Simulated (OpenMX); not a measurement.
The system is MnSb.

```
Sb Mn
1.0
     4.15000    0.00000    0.00000
    -2.07500    3.59401    0.00000
     0.00000    0.00000    5.78000
Sb Mn
2 2
Direct
  0.66667 0.33333 0.75000
  0.33333 0.66667 0.25000
  0.00000 0.00000 0.50000
  0.00000 0.00000 0.00000
```

Base run:

```yaml
Program: OpenMX 3.8.5
Functional: LDA
Potentials_or_basis: OpenMX 2013 LDA set, Sb7.0-s3p2d2, Mn6.0-s3p2d2, grid cutoff 500 Ry
k_mesh: 5 × 5 × 5
Occupations: fermi-dirac, width 0.05 eV
Spin: collinear spin, ferromagnetic start
Starting_moments: "[0.0, 0.0, 4.0, 4.0] μB"
```

Its results: pressure -7.2 GPa; net moment 6.63 μB per cell; site moments Sb -0.24; Mn +3.56 μB.

Problem. The run is repeated on the same cell with these changes: functional from LDA to PBE; potentials or basis from OpenMX 2013 LDA set, Sb7.0-s3p2d2, Mn6.0-s3p2d2, grid cutoff 500 Ry to OpenMX 2013 PBE set, Sb7.0-s3p2d2, Mn6.0-s3p2d2, grid cutoff 500 Ry. What comes out?

Solution. Pressure 0.2 GPa; net moment 6.79 μB per cell; site moments Sb -0.34; Mn +3.73 μB.

Caveats: the basis of atomic orbitals isn't converged, which shifts pressures, moduli and gaps; only a ferromagnetic start was run, and an antiferromagnetic order may lie lower in energy.
